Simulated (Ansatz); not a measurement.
# TaN: the cost of one run

Method: DFT PBE, scalar-relativistic, plane waves, PAW, in Ansatz 0.2.0.

## Step 1: Starting point

It takes space group P-6m2 (No. 187, hexagonal). The conventional cell has a = 2.938 Å, b = 2.938 Å, c = 2.883 Å, α = 90.00°, β = 90.00°, γ = 120.00°. Ta (site symmetry -6m2) is surrounded by 6 N at 2.23 Å. N (site symmetry -6m2) is surrounded by 6 Ta at 2.23 Å.

As a file:

```cif
data_structure
_symmetry_space_group_name_H-M 'P 1'
_symmetry_Int_Tables_number 1
_cell_length_a 2.9380
_cell_length_b 2.9380
_cell_length_c 2.8830
_cell_angle_alpha 90.000
_cell_angle_beta 90.000
_cell_angle_gamma 120.000
_cell_volume 21.55
loop_
_atom_site_label
_atom_site_type_symbol
_atom_site_fract_x
_atom_site_fract_y
_atom_site_fract_z
_atom_site_occupancy
Ta1 Ta 0.33333 0.66667 0.50000 1
N1 N 0.00000 0.00000 0.00000 1
```

The structure comes from the Crystallography Open Database.

## Step 2: Self-consistent density

Contents of input.yaml:

```yaml
crystal:
  lattice:
    - [2.938, 0.0, 0.0]
    - [-1.469, 2.5443826363, 0.0]
    - [0.0, 0.0, 2.883]
  atoms:
    - { symbol: Ta, position: [0.3333333333, 0.6666666667, 0.5] }
    - { symbol: "N", position: [0.0, 0.0, 0.0] }
basis:
  ecutwfc: 500
  fft_grid_basis: typed
kpoints:
  mp_grid: { grid: [12, 12, 10] }
hamiltonian:
  xc: pbe
  pseudopotentials: { kind: paw }
scf:
  occupations: { method: gaussian, width: 0.05 }
output:
  forces: true
  stress: true
  eigenvalues: true
  bader: true
  write_density: true
  volumetric_format: npy
  elf: true
```

On the command line:

```sh
$ ansatz run input.yaml --threads 2 --pin off --max-ram 4096MiB --backend cpu --events-out ev --progress --plain --runs-dir out
```

**Question.** How long does this run take on 2 threads of Intel Xeon Platinum 8259CL at 2.50GHz (Skylake/Cascade Lake), shared host, and how much memory does it need?

About 19 s, with a peak of 0.42 GiB.
